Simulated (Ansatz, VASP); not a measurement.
## Two plane-wave programs on Mo

```xyz
2
Lattice="2.7193 0.0000 0.0000 -1.3597 2.3550 0.0000 0.0000 0.0000 4.7845" Properties=species:S:1:pos:R:3 pbc="T T T"
Mo    0.0000    1.5700    1.1961
Mo    1.3597    0.7850    3.5883
```

The cell was built by a generator and needn't be a form met in nature.

Alike in both runs: functional LDA; k mesh 13 × 13 × 7; occupations fermi-dirac, width 0.1 eV; no spin polarisation.

Ansatz relaxed the structure, and its values are those at the end. VASP's run is a single point on that final structure, the one shown.

|  | VASP | Ansatz |
| --- | --- | --- |
| version | VASP 6.6.1 | Ansatz 0.2.0 |
| potentials or method | VASP PAW LDA potentials, release 64 (Mo_sv) | plane waves (420 eV) with PAW, scalar-relativistic |
| plane-wave cutoff (eV) | 520 | 420 |
| valence electrons in the cell | 28 | 28 |

|  | VASP | Ansatz | Ansatz less VASP |
| --- | --- | --- | --- |
| pressure (GPa) | 1.1 | 0.0 | -1.09 |

Ansatz warned: «pseudo_functional_mismatch».
